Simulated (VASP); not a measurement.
Ag, 1 atom in the cell. The structure is cubic, space group Fm-3m (No. 225). Conventional cell: a = 4.085 Å, b = 4.085 Å, c = 4.085 Å, α = 90.00°, β = 90.00°, γ = 90.00°. Around Ag (site symmetry m-3m) lie 12 Ag at 2.89 Å. 

```yaml
Program: VASP 6.6.1
Task: band structure
Functional: PBE
Potentials_or_basis: VASP PAW PBE potentials, release 64 (Ag_sv_GW)
Cutoff: 600 eV
k_mesh: 11 × 11 × 11
Occupations: fermi-dirac, width 0.05 eV
Spin: no spin polarisation
Further_INCAR_settings: ALGO = Normal; EDIFF = 1e-06; NBANDS = 16
```

Potentials or basis: VASP PAW PBE potentials, release 64 (Ag_sv_GW).

Command:

```bash
$ cat potpaw_PBE.64/Ag_sv_GW/POTCAR > POTCAR
$ mpirun -np 1 vasp_std > vasp.out
```

Hardware: 1 thread of AMD EPYC 7R43 64-Core Processor (Zen 3) (shared host).

Estimate the wall time of this run.

Run time: 75 s on 1 thread of AMD EPYC 7R43 64-Core Processor (Zen 3), with other jobs on the host, peak memory 0.12 GiB. Counts: scf iterations 38, k points 56.
